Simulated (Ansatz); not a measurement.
TaN:

```
Ta N
1.0
     0.00000    2.21132    2.21132
     2.21132    0.00000    2.21132
     2.21132    2.21132    0.00000
Ta N
1 1
Direct
  0.50000 0.50000 0.50000
  0.00000 0.00000 0.00000
```

The cell comes from a database or a generator and needn't be the stable form of this composition.

```yaml
Program: Ansatz 0.2.0
Task: single point
Functional: PBE
Potentials_or_basis: Ansatz PAW
Cutoff: "420 eV (not typed: the program's choice for these potentials)"
k_mesh: 10 × 10 × 10
Occupations: fermi-dirac, width 0.05 eV
Spin: no spin polarisation
```

On this cell: pressure -1.3 GPa; largest force zero by symmetry; band gap on the k mesh none (metal or under the smearing width).

The same run follows on a disturbed copy (atoms moved at random, drawn with an rms of 0.05 Å):

```
CELL_PARAMETERS angstrom
0.00000 2.21132 2.21132
2.21132 0.00000 2.21132
2.21132 2.21132 0.00000
ATOMIC_POSITIONS crystal
Ta 0.51353 0.48421 0.52898
N 0.98710 0.98530 0.01570
```

Question: What changes?

Answer: The energy (extrapolated to zero smearing) moves by +20.6 meV/atom; pressure 0.5 GPa; largest force 0.818 eV/Å; band gap on the k mesh none (metal or under the smearing width).

Forces on the atoms (eV/Å):
```
Ta  -0.203 -0.665 -0.432
N    0.203  0.665  0.432
```

Stress tensor (GPa, compression positive):
```
-0.69 -0.18 -0.07
-0.18  1.89 -0.31
-0.07 -0.31  0.23
```
